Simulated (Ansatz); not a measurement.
CoO:

```
CELL_PARAMETERS angstrom
1.60222 0.92504 2.56647
-1.60222 0.92504 2.56647
0.00000 -1.85008 2.56647
ATOMIC_POSITIONS crystal
Co 0.99898 0.99898 0.99898
O 0.75102 0.75102 0.75102
```

Measurements of this composition are mostly on another form, of space group No. 225.

| Item | Value |
| --- | --- |
| Program | Ansatz 0.2.0 |
| Task | single point |
| Functional | PBE |
| Potentials or basis | Ansatz PAW |
| Cutoff | 420 eV (not typed: the program's choice for these potentials) |
| k mesh | 10 × 10 × 10 |
| Occupations | fermi-dirac, width 0.05 eV |
| Spin | collinear spin, ferromagnetic start |
| Starting moments | [2.0, 0.0] μB |

On this cell: pressure -0.1 GPa; largest force 0.260 eV/Å; net moment 2.76 μB per cell; site moments Co +2.20; O +0.30 μB; band gap on the k mesh none (metal or under the smearing width).

The same run follows on a disturbed copy (atoms moved at random, drawn with an rms of 0.05 Å):

```
CELL_PARAMETERS angstrom
1.60222 0.92504 2.56647
-1.60222 0.92504 2.56647
0.00000 -1.85008 2.56647
ATOMIC_POSITIONS crystal
Co 0.01272 0.00224 0.98224
O 0.74686 0.76643 0.74039
```

Problem. What does the disturbed cell give?

Solution. The energy (extrapolated to zero smearing) moves by +3.0 meV/atom; pressure 0.0 GPa; largest force 0.333 eV/Å; net moment 2.76 μB per cell; site moments Co +2.20; O +0.30 μB; band gap on the k mesh none (metal or under the smearing width).

Forces in eV/Å, atoms in the order of the input:
```
Co  -0.213 -0.094  0.238
O    0.213  0.094 -0.238
```

Stress tensor (GPa, compression positive):
```
-0.97  1.75  1.42
 1.75 -2.39  0.59
 1.42  0.59  3.40
```

Caveats: a cell with one magnetic atom can't hold antiferromagnetic order, which such compounds often take; semilocal functionals often make such compounds metallic where correlation or magnetic order opens a gap, which also shifts bond lengths.
